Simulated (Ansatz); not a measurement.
Ta:

```
CELL_PARAMETERS angstrom
-1.65128 1.65128 1.65128
1.65128 -1.65128 1.65128
1.65128 1.65128 -1.65128
ATOMIC_POSITIONS crystal
Ta 0.00000 0.00000 0.00000
```

Program: Ansatz 0.2.0. Alike in all runs: potentials or basis Ansatz PAW; cell as given.

Q: Order these runs on this cell by their pressure, lowest first.
A. level r2SCAN; spin SOC, no magnetisation; k mesh 8 × 8 × 8; cutoff (eV) 500; smearing fermi-dirac 0.05 eV; points for each segment of the path 14
B. level BLYP; spin off; k mesh 11 × 11 × 11; cutoff (eV) 420; smearing fermi-dirac 0.05 eV; points for each segment of the path 14
C. level PBE; spin off; k mesh 11 × 11 × 11; cutoff (eV) 420; smearing gaussian 0.017 eV
D. level LDA; spin off; k mesh 11 × 11 × 11; cutoff (eV) 420; smearing gaussian 0.05 eV
E. level RPBE; spin off; k mesh 11 × 11 × 11; cutoff (eV) 420; smearing fermi-dirac 0.05 eV; points for each segment of the path 14

A: D (-9.5 GPa), A (-2.0 GPa), C (2.1 GPa), E (6.1 GPa), B (8.8 GPa).

Caveats: the PAW data sets come from PBE, with cores solved anew for the run's functional, which leaves a small shift of forces and pressure (some runs); the potentials were made for another functional, which shifts forces and pressure (some runs).

Not every run made on this cell is shown here.
